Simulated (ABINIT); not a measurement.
Crystal: GaN.

```
Ga N
1.0
     3.18000    0.00000    0.00000
    -1.59000    2.75396    0.00000
     0.00000    0.00000    5.16600
Ga N
2 2
Direct
  0.66667 0.33333 0.50000
  0.33333 0.66667 0.00000
  0.66667 0.33333 0.87500
  0.33333 0.66667 0.37500
```

Base run:

| Property | Result |
| --- | --- |
| Program | ABINIT 10.8.3 (patched build) |
| Functional | PW91 |
| Potentials or basis | JTH PAW PBE v2.0 |
| Cutoff | 844 eV |
| k mesh | 10 × 10 × 5 |
| Occupations | fermi-dirac, width 0.05 eV |
| Spin | no spin polarisation |

Its results: band gap on the k mesh 1.96 eV, direct; pressure 7.1 GPa; largest force 0.134 eV/Å.

After a change of settings the same cell gave: band gap on the k mesh 1.89 eV, direct; pressure 1.7 GPa; largest force 0.131 eV/Å. Which change was it?
A. functional from PW91 to RPBE
B. functional from PW91 to WC
C. functional from PW91 to LDA
D. functional from PW91 to BLYP

B.

WC binds more tightly than PW91, so the same cell stands under less pressure.

Caveats: the PAW data sets were made with another functional, which shifts forces and pressure a little.
